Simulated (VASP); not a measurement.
# GeS (Pnma) in VASP: further runs

Aim: see how the results for GeS move with the level of theory and the settings. Levels: PBE, LDA. Tasks: single point.

Everything below comes from runs of VASP 6.6.1. Logs are shortened: lines on timing, memory, paths and dates and some standing lists are left out, and cuts for length are marked.

## 1. Starting point

The structure is orthorhombic, space group Pnma (No. 62). Conventional cell: a = 10.608 Å, b = 3.608 Å, c = 4.422 Å, α = 90.00°, β = 90.00°, γ = 90.00°. Ge (site symmetry m) is surrounded by 3 S at 2.42 to 2.44 Å. Around S (site symmetry m) lie 3 Ge at 2.42 to 2.44 Å.

## 2. Single point, PBE

INCAR reads:

```
PREC     = Accurate       # precision mode
ENCUT    = 520            # plane-wave cutoff, eV
EDIFF    = 1E-6           # SCF threshold, eV
ISMEAR   = 0              # smearing method
SIGMA    = 0.01           # smearing width, eV
LREAL    = False          # projectors in reciprocal space
LASPH    = True           # aspherical terms in the spheres
NELM     = 100            # most SCF steps
ALGO     = Fast           # electronic algorithm
ISIF     = 2              # what is computed and relaxed
LWAVE    = False          # write WAVECAR
LCHARG   = True           # write CHGCAR
GGA      = PE             # functional
LELF     = True           # ELF
LVHAR    = True         
NBANDS   = 50             # bands
```

KPOINTS reads:

```
Automatic mesh
0
Gamma
  2 6 6
```

POSCAR reads:

```
GeS
1.0
   10.6078054202      0.0000000000      0.0000000000
    0.0000000000      3.6081036216      0.0000000000
    0.0000000000      0.0000000000      4.4223352564
Ge S
4 4
Direct
    0.1250788433      0.2500000000      0.1282278303
    0.3749211567      0.7500000000      0.6282278303
    0.6250788433      0.2500000000      0.3717721697
    0.8749211567      0.7500000000      0.8717721697
    0.8472275933      0.2500000000      0.5118733973
    0.6527724067      0.7500000000      0.0118733973
    0.3472275933      0.2500000000      0.9881266027
    0.1527724067      0.7500000000      0.4881266027
```

Potentials or basis: VASP PAW PBE potentials, release 64 (Ge_d, S).

Started as:

```bash
> cat potpaw_PBE.64/Ge_d/POTCAR potpaw_PBE.64/S/POTCAR > POTCAR
> mpirun -np 1 vasp_std > vasp.out
```

OUTCAR:

```text
PREC = Accurate
   ENCUT = 520
   EDIFF = 1E-6
   ISMEAR = 0
   LREAL = False
   LASPH = True
   NELM = 100
   ISIF = 2
   GGA = PE

 ion  position               nearest neighbor table
   1  0.125  0.250  0.128-   8 2.42   8 2.42   7 2.44
   2  0.375  0.750  0.628-   7 2.42   7 2.42   8 2.44
   3  0.625  0.250  0.372-   6 2.42   6 2.42   5 2.44
   4  0.875  0.750  0.872-   5 2.42   5 2.42   6 2.44
   5  0.847  0.250  0.512-   4 2.42   4 2.42   3 2.44
   6  0.653  0.750  0.012-   3 2.42   3 2.42   4 2.44
   7  0.347  0.250  0.988-   2 2.42   2 2.42   1 2.44
   8  0.153  0.750  0.488-   1 2.42   1 2.42   2 2.44

  LATTYP: Found a simple orthorhombic cell.
 ALAT       =     3.6081036216
 B/A-ratio  =     1.2256674753
 C/A-ratio  =     2.9399946711

  Lattice vectors:

 A1 = (   0.0000000000,   3.6081036216,   0.0000000000)
 A2 = (   0.0000000000,   0.0000000000,   4.4223352564)
 A3 = (  10.6078054202,   0.0000000000,   0.0000000000)

Analysis of symmetry for initial positions (statically):
=====================================================================
 Subroutine PRICEL returns:
 Original cell was already a primitive cell.

 Routine SETGRP: Setting up the symmetry group for a
 simple orthorhombic supercell.

 Subroutine GETGRP returns: Found  8 space group operations
 (whereof  2 operations were pure point group operations)
 out of a pool of  8 trial point group operations.

The static configuration has the point symmetry S_2 .
 The point group associated with its full space group is D_2h.

Analysis of symmetry for dynamics (positions and initial velocities):
=====================================================================
 Subroutine PRICEL returns:
 Original cell was already a primitive cell.

 Routine SETGRP: Setting up the symmetry group for a
 simple orthorhombic supercell.

 Subroutine GETGRP returns: Found  8 space group operations
 (whereof  2 operations were pure point group operations)
 out of a pool of  8 trial point group operations.

The dynamic configuration has the point symmetry S_2 .
 The point group associated with its full space group is D_2h.

 Subroutine INISYM returns: Found  8 space group operations
 (whereof  2 operations are pure point group operations),
 and found     1 'primitive' translations

----------------------------------------------------------------------------------------

                                     Primitive cell

  volume of cell :     169.2607

  direct lattice vectors                    reciprocal lattice vectors
    10.607805420  0.000000000  0.000000000     0.094270206  0.000000000  0.000000000
     0.000000000  3.608103622  0.000000000     0.000000000  0.277153903  0.000000000
     0.000000000  0.000000000  4.422335256     0.000000000  0.000000000  0.226124873

  length of vectors
    10.607805420  3.608103622  4.422335256     0.094270206  0.277153903  0.226124873

  position of ions in fractional coordinates (direct lattice)
     0.125078843  0.250000000  0.128227830
     0.374921157  0.750000000  0.628227830
     0.625078843  0.250000000  0.371772170
     0.874921157  0.750000000  0.871772170
     0.847227593  0.250000000  0.511873397
     0.652772407  0.750000000  0.011873397
     0.347227593  0.250000000  0.988126603
     0.152772407  0.750000000  0.488126603

  ion indices of the primitive-cell ions
   primitive index   ion index
                 1           1
                 2           2
                 3           3
                 4           4
                 5           5
                 6           6
                 7           7
                 8           8

----------------------------------------------------------------------------------------

 KPOINTS: Automatic mesh

Automatic generation of k-mesh.
 Grid dimensions read from file:
 generate k-points for:    2    6    6

 Generating k-lattice:

  Cartesian coordinates                     Fractional coordinates (reciprocal lattice)
     0.047135103  0.000000000  0.000000000     0.500000000  0.000000000  0.000000000
     0.000000000  0.046192317  0.000000000     0.000000000  0.166666667  0.000000000
     0.000000000  0.000000000  0.037687479     0.000000000  0.000000000  0.166666667

  Length of vectors
     0.047135103  0.046192317  0.037687479

  Shift w.r.t. Gamma in fractional coordinates (k-lattice)
     0.000000000  0.000000000  0.000000000

 Subroutine IBZKPT returns following result:
 ===========================================

 Found     32 irreducible k-points:

 Following reciprocal coordinates:
            Coordinates               Weight
  0.000000  0.000000  0.000000      1.000000
  0.500000  0.000000  0.000000      1.000000
  0.000000  0.166667  0.000000      2.000000
  0.500000  0.166667  0.000000      2.000000
  0.000000  0.333333  0.000000      2.000000
  0.500000  0.333333  0.000000      2.000000
[... 16 lines left out ...]
  0.000000  0.500000  0.333333      2.000000
  0.500000  0.500000  0.333333      2.000000
 [... further k-points ...]
   k-points           NKPTS =     32   k-points in BZ     NKDIM =     32   number of bands    NBANDS=     50
   number of dos      NEDOS =    301   number of ions     NIONS =      8
   total plane-waves  NPLWV =  80640
   dimension x,y,z NGX =    80 NGY =   28 NGZ =   36
   dimension x,y,z NGXF=   160 NGYF=   56 NGZF=   72
   ions per type =               4   4
   NGX,Y,Z   is equivalent  to a cutoff of  12.54, 12.90, 13.53 a.u.
   NGXF,Y,Z  is equivalent  to a cutoff of  25.08, 25.80, 27.07 a.u.
 SYSTEM =  unknown system
   PREC   = accura    normal or accurate (medium, high low for compatibility)
   ISTART =      0    job   : 0-new  1-cont  2-samecut
   ICHARG =      2    charge: 1-file 2-atom 10-const
   ISPIN  =      1    spin polarized calculation?
   LNONCOLLINEAR =      F non collinear calculations
   LSORBIT =      F    spin-orbit coupling
   LASPH  =      T    aspherical Exc in radial PAW
   ENCUT  =  520.0 eV  38.22 Ry    6.18 a.u.  19.72  6.71  8.22*2*pi/ulx,y,z
   NELM   =    100;   NELMIN=  2; NELMDL= -5     # of ELM steps
   EDIFF  = 0.1E-05   stopping-criterion for ELM
   LREAL  =      F    real-space projection
   EDIFFG = 0.1E-04   stopping-criterion for IOM
   NSW    =      0    number of steps for IOM
   IBRION =     -1    ionic relax: 0-MD 1-quasi-New 2-CG
   NFREE  =      0    steps in history (QN), initial steepest desc. (CG)
   ISIF   =      2    stress and relaxation
   ISYM   =      2    0-nonsym 1-usesym 2-fastsym
   POTIM  = 0.5000    time-step for ionic-motion
   TEBEG  =    0.0;   TEEND  =   0.0 temperature during run
   PSTRESS=    0.0 pullay stress
   NELECT =      80.0000    total number of electrons
   NUPDOWN=      -1.0000    fix difference up-down
   EMIN   =  10.00;   EMAX   =-10.00  energy-range for DOS
   EFERMI =   0.00;   METHOD = LEGACY
   ISMEAR =     0;   SIGMA  =   0.01  broadening in eV -4-tet -1-fermi 0-gaus
   EFERMI_NEDOS =   21; number of points for ismear=-14 and -15
   IALGO  =     68    algorithm
   IMIX   =      4    mixing-type and parameters
     AMIX     =   0.40;   BMIX     =  1.00
     AMIX_MAG =   1.60;   BMIX_MAG =  1.00
  volume/ion in A,a.u.               =      21.16       142.78
  Fermi-wavevector in a.u.,A,eV,Ry     =   1.275223  2.409822 22.125704  1.626193
  Thomas-Fermi vector in A             =   2.407947
   LORBIT       =      0    0 simple, 1 ext, 2 COOP (PROOUT), +10 PAW based schemes
   GGA     = PE    functional components
   LHFCALC =     F    Hartree Fock is set to
   AEXX    =    0.0000 exact exchange contribution
   IVDW    =     0    specifies the selected vdW correction
   LEPSILON=     F    determine dielectric tensor
   LRPA    =     F    only Hartree local field effects (RPA)
 non-spin polarized calculation
 RMM-DIIS sequential band-by-band and
 Gauss-broadening in eV      SIGMA  =   0.01
  energy-cutoff  :      520.00
  volume of cell :      169.26
 maximum number of plane-waves:      4584
 NGX is ok and might be reduce to    80
   NGX = 39   NGY = 13   NGZ = 17

 number of electron      80.0000017 magnetization

 Free energy of the ion-electron system (eV)
  ---------------------------------------------------
  ext. energy  EPLUGINS =         0.00000000
  ---------------------------------------------------
  free energy    TOTEN  =       -36.58518341 eV

  energy without entropy =      -36.58518341  energy(sigma->0) =      -36.58518341

 E-fermi :   4.9141     XC(G=0):  -9.9389

 val. band max:        4.8188595577   @ k =   0.0000   0.0000   0.0000
 cond. band min:       5.9179896026   @ k =   0.0000   0.0000   0.0000
 fundamental gap:      1.0991300448
 Fermi energy:         4.9141002201

 k-point     1 :       0.0000    0.0000    0.0000
  band No.  band energies     occupation
      1     -19.6941      2.00000
      2     -19.6911      2.00000
      3     -19.6859      2.00000
      4     -19.6839      2.00000
      5     -19.6819      2.00000
      6     -19.6807      2.00000
[... 42 lines left out ...]
     49      10.3575      0.00000
     50      11.2428      0.00000

 k-point     2 :       0.5000    0.0000    0.0000
  band No.  band energies     occupation
      1     -19.6928      2.00000
      2     -19.6928      2.00000
      3     -19.6847      2.00000
      4     -19.6847      2.00000
      5     -19.6815      2.00000
      6     -19.6815      2.00000
[... 42 lines left out ...]
     49      10.1076      0.00000
     50      10.1224      0.00000

 k-point     3 :       0.0000    0.1667    0.0000
  band No.  band energies     occupation
      1     -19.6907      2.00000
      2     -19.6889      2.00000
      3     -19.6842      2.00000
      4     -19.6833      2.00000
      5     -19.6820      2.00000
      6     -19.6805      2.00000
[... 42 lines left out ...]
     49       9.3072      0.00000
     50      10.5558      0.00000

 k-point     4 :       0.5000    0.1667    0.0000
  band No.  band energies     occupation
      1     -19.6899      2.00000
      2     -19.6899      2.00000
      3     -19.6838      2.00000
      4     -19.6838      2.00000
      5     -19.6813      2.00000
      6     -19.6813      2.00000
[... 999 lines left out ...]
 k-point    23 :       0.0000    0.5000    0.3333
  band No.  band energies     occupation
      1     -19.6916      2.00000
      2     -19.6916      2.00000
      3     -19.6906      2.00000
      4     -19.6906      2.00000
      5     -19.6744      2.00000
      6     -19.6744      2.00000
[... 42 lines left out ...]
     49       9.6818      0.00000
     50       9.6825      0.00000

 k-point    24 :       0.5000    0.5000    0.3333
  band No.  band energies     occupation
      1     -19.6911      2.00000
      2     -19.6911      2.00000
      3     -19.6911      2.00000
      4     -19.6911      2.00000
      5     -19.6740      2.00000
      6     -19.6740      2.00000
[... 42 lines left out ...]
     49      10.5244      0.00000
     50      10.5244      0.00000

 [... further k-points ...]
[... 5 lines left out ...]
  --------------------------------------------------------------------------------------
  -------------------------------------------------------------------------------------
  Total        2.3020506      2.8339858      2.2661298      0.0000000      0.0000000      0.0000000
  in kB       21.7906028     26.8257603     21.4505860      0.0000000      0.0000000      0.0000000
  external PRESSURE =      23.3556497 kB  Pullay stress =       0.0000000 kB

 VOLUME and BASIS-vectors are now :
 -----------------------------------------------------------------------------
  energy-cutoff  :      520.00
  volume of cell :      169.26
      direct lattice vectors                 reciprocal lattice vectors
    10.607805420  0.000000000  0.000000000     0.094270206  0.000000000  0.000000000
     0.000000000  3.608103622  0.000000000     0.000000000  0.277153903  0.000000000
     0.000000000  0.000000000  4.422335256     0.000000000  0.000000000  0.226124873

 POSITION                                       TOTAL-FORCE (eV/Angst)
 -----------------------------------------------------------------------------------
      1.32681      0.90203      0.56707        -0.184111      0.000000     -0.173413
      3.97709      2.70608      2.77823         0.184111      0.000000     -0.173413
      6.63071      0.90203      1.64410        -0.184111     -0.000000      0.173413
      9.28099      2.70608      3.85527         0.184111     -0.000000      0.173413
      8.98723      0.90203      2.26368         0.097635      0.000000     -0.179277
      6.92448      2.70608      0.05251        -0.097635      0.000000     -0.179277
      3.68332      0.90203      4.36983         0.097635      0.000000      0.179277
      1.62058      2.70608      2.15866        -0.097635      0.000000      0.179277
 -----------------------------------------------------------------------------------
    total drift:                               -0.000000     -0.000000      0.000000

  FREE ENERGIE OF THE ION-ELECTRON SYSTEM (eV)
  ---------------------------------------------------
  free  energy   TOTEN  =       -36.5851834074 eV

  energy  without entropy=      -36.5851834074  energy(sigma->0) =      -36.58518341
```

Run time: 5.7 min. Hardware: 1 thread of Intel Xeon Platinum 8259CL at 2.50GHz (Skylake/Cascade Lake), shared host; peak memory 0.38 GiB.

Results:

* Free energy: -36.5852 eV
* Pressure: 2.3 GPa
* Largest force: 0.253 eV/Å
* Band gap on the k mesh: 1.10 eV, direct

Forces in eV/Å, atoms in the order of the input:
```
Ge  -0.184  0.000 -0.173
Ge   0.184  0.000 -0.173
Ge  -0.184  0.000  0.173
Ge   0.184  0.000  0.173
S    0.098  0.000 -0.179
S   -0.098  0.000 -0.179
S    0.098  0.000  0.179
S   -0.098  0.000  0.179
```

[end of part 1 of 2]
